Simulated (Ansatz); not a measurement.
BaSnO3:
```
CELL_PARAMETERS angstrom
      4.12185     0.00000     0.00000
      0.00000     4.12185     0.00000
      0.00000     0.00000     4.12185
ATOMIC_POSITIONS crystal
  Ba 0.00000 0.00000 0.00000
  Sn 0.50000 0.50000 0.50000
  O  0.00000 0.50000 0.50000
  O  0.50000 0.50000 0.00000
  O  0.50000 0.00000 0.50000
```

Relaxed with PBEsol. Special points in fractions of this cell's reciprocal vectors: Γ (0.000, 0.000, 0.000); X (0.000, 0.500, 0.000); M (0.500, 0.500, 0.000); R (0.500, 0.500, 0.500).

List the band energies nearest the valence-band maximum at these points for PBEsol with spin–orbit coupling (plane waves, PAW; program Ansatz).

In eV from the valence-band maximum; about four levels below and three above (degenerate sets whole), none deeper than 8.9 eV; points with the same levels are listed once.

| k | below | above |
|---|---|---|
| Γ | -0.43 -0.43 -0.43 -0.43 | 0.86 0.86 4.89 4.89 4.89 4.89 |
| X | -1.05 -1.05 -0.95 -0.95 | 4.92 4.92 6.77 6.77 |
| M | -0.71 -0.71 -0.05 -0.05 | 6.72 6.72 7.76 7.76 |
| R | 0.00 0.00 0.00 0.00 | 5.03 5.03 5.24 5.24 5.24 5.24 |

Space group Pm-3m (cubic perovskite). The PBEsol relaxation kept the symmetry of its start.

Potentials: the later of the program's two PAW sets.
